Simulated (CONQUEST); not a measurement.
The system is HfO2.

```
CELL_PARAMETERS angstrom
3.55802 0.00000 0.00000
0.00000 3.55802 0.00000
0.00000 0.00000 5.17186
ATOMIC_POSITIONS crystal
Hf 0.00000 0.00000 0.00000
Hf 0.50000 0.50000 0.50000
O 0.50000 0.00000 0.80279
O 0.00000 0.50000 0.69721
O 0.00000 0.50000 0.19721
O 0.50000 0.00000 0.30279
```

Measurements of this composition are mostly on another form, of space group No. 14.

Program: CONQUEST 1.3. Alike in all runs: no spin polarisation; cell as given. Hardware: 1 thread of Intel(R) Xeon(R) Platinum 8259CL CPU @ 2.50GHz (Skylake/Cascade Lake), with other jobs on the host.

**Question.** Order these runs on this cell by their wall time, lowest first.
A. task density of states; level PBE; potentials or basis PseudoDojo NC PBE, DZP, grid cutoff 100 Ha; k mesh 5 × 5 × 4; smearing fermi-dirac 0.05 eV
B. task band structure; level LDA; potentials or basis PseudoDojo NC LDA, SZ, grid cutoff 150 Ha; k mesh 6 × 6 × 5; smearing methfessel-paxton of order 1 0.1 eV
C. task single point; level LDA; potentials or basis PseudoDojo NC LDA, SZ, grid cutoff 150 Ha; k mesh 6 × 6 × 5; smearing methfessel-paxton of order 1 0.1 eV

**Answer.** B (6.4 s), C (43 s), A (140 s).

Caveats: spin-orbit coupling is left out, which moves the levels of the heavy elements; the basis of atomic orbitals isn't converged, which shifts pressures, moduli and gaps; an odd mesh through Γ misses points on the zone boundary, where band edges often lie (some runs); the atomic basis is small (some runs).
